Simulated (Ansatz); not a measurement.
# Response to strain in RuO2

The parent structure is RuO$_{2}$ in the rutile structure (space group P4_2/mnm, No. 136).

```
CELL_PARAMETERS angstrom
      4.47993     0.00000     0.00000
      0.00000     4.47993     0.00000
      0.00000     0.00000     3.10691
ATOMIC_POSITIONS crystal
  Ru 0.50000 0.50000 0.50000
  Ru 0.00000 0.00000 0.00000
  O  0.80532 0.80532 0.50000
  O  0.30532 0.69468 0.00000
  O  0.69468 0.30532 0.00000
  O  0.19468 0.19468 0.50000
```

Cartesian axes are those of the cell as printed.

Strains are applied to the cell and any free atomic positions relax.

All numbers come from r2SCAN in Ansatz (plane waves to 500 eV, PAW, no spin-orbit coupling).

Candidates:
(a) uniaxial strain ε_yy = +1.33 %
(b) isotropic strain −0.17 %
(c) isotropic strain +0.67 %
(d) tensor shear ε_xy = +0.63 %

Notes on the quantities. energy relative to the base: free energy F.

Question: Order them by energy relative to the base, lowest first.

Answer: (b) isotropic strain −0.17 % (+0.2 meV/atom), (d) tensor shear ε_xy = +0.63 % (+1.2 meV/atom), (a) uniaxial strain ε_yy = +1.33 % (+1.9 meV/atom), (c) isotropic strain +0.67 % (+3.7 meV/atom)

Without a gap, meshes like the base's 11×11×15 leave anisotropic stresses uncertain by several tenths of a GPa, and small strain energies with them. No phonon test of stability was made. Seeded moments were not kept for the base. No Hubbard U is applied, and correlation can decide whether such a compound is a metal. All final runs are without spin polarisation.

Ansatz is a quantum-chemistry and plane-wave program.
